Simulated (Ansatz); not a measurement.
# GaSb: the cost of one run

All numbers are computed with the Python package of Ansatz 0.2.0. Level of theory: DFT PBEsol, plane waves, PAW.

**1. Starting point**

The structure is tetragonal, space group I-4m2 (No. 119). Conventional cell: a = 5.507 Å, b = 5.507 Å, c = 3.181 Å, α = 90.00°, β = 90.00°, γ = 90.00°. Around Ga (site symmetry -4m2) lie 4 Sb at 2.87 Å and 2 Ga at 3.18 Å. Sb (site symmetry -4m2) is surrounded by 4 Ga at 2.87 Å and 2 Sb at 3.18 Å.

No structure file is read: the coordinates are typed or built in the script.

**2. The code**

kconv_gasb.py

```python
# -*- coding: utf-8 -*-
import ansatz as az
import pandas as pd

crystal = (
    az.Lattice.from_parameters(5.506868, 5.506868, 3.181414, alpha=90, beta=90, gamma=90)
    .space_group(119, hermann_mauguin="I-4m2")
    .atom("Ga", (0.0, 0.5, 0.25))
    .atom("Sb", (0.0, 0.0, 0.0))
    .primitive()
)

base = (
    crystal.calculation()
    .functional("pbesol")
    .pseudopotentials("paw")
    .basis(17 * az.Ha)
    .occupations("fermi_dirac")
)

rows = []
for value in [(3, 3, 3), (4, 4, 4), (5, 5, 5), (7, 7, 7), (8, 8, 8), (10, 10, 10)]:
    r = base.kpoints(mesh=value).run().report
    rows.append((value, r["free_energy_ev"] / len(r["lattice"]["sites"]), r["n_iterations"], r["n_kpoints"]))

table = pd.DataFrame(rows, columns=["mesh", "F/atom (eV)", "iterations", "k-points"])
print(table.round(5).to_string(index=False))

for row in rows[:-1]:
    shift = 1000 * (row[1] - rows[-1][1])
    print(f"{row[0]}: {shift:+.2f} meV/atom" + ("  (within 5 meV)" if abs(shift) < 5 else ""))
```

**3. What the engine is handed**

The package turns the script's settings into the engine's input (first run):

```yaml
crystal:
  lattice:
    a: 5.506868
    b: 5.506868
    c: 3.181414
    alpha: 90.0
    beta: 90.0
    gamma: 90.0
  space_group: 119
  setting:
    hermann_mauguin: I-4m2
  atoms:
    - { symbol: Ga, position: [0.0, 0.5, 0.25] }
    - { symbol: Sb, position: [0.0, 0.0, 0.0] }
  reduce_to_primitive: true
basis:
  ecutwfc: 462.593566181796
kpoints:
  mp_grid:
    grid: [3, 3, 3]
hamiltonian:
  xc: pbesol
  pseudopotentials:
    kind: paw
scf:
  occupations:
    method: fermi_dirac
```

**4. Running it**

Started as:

```console
> python kconv_gasb.py
```

Q: Estimate wall time and peak memory on 1 thread of Arm Neoverse V2, shared host.

About 17 s, with a peak of 0.5 GiB.
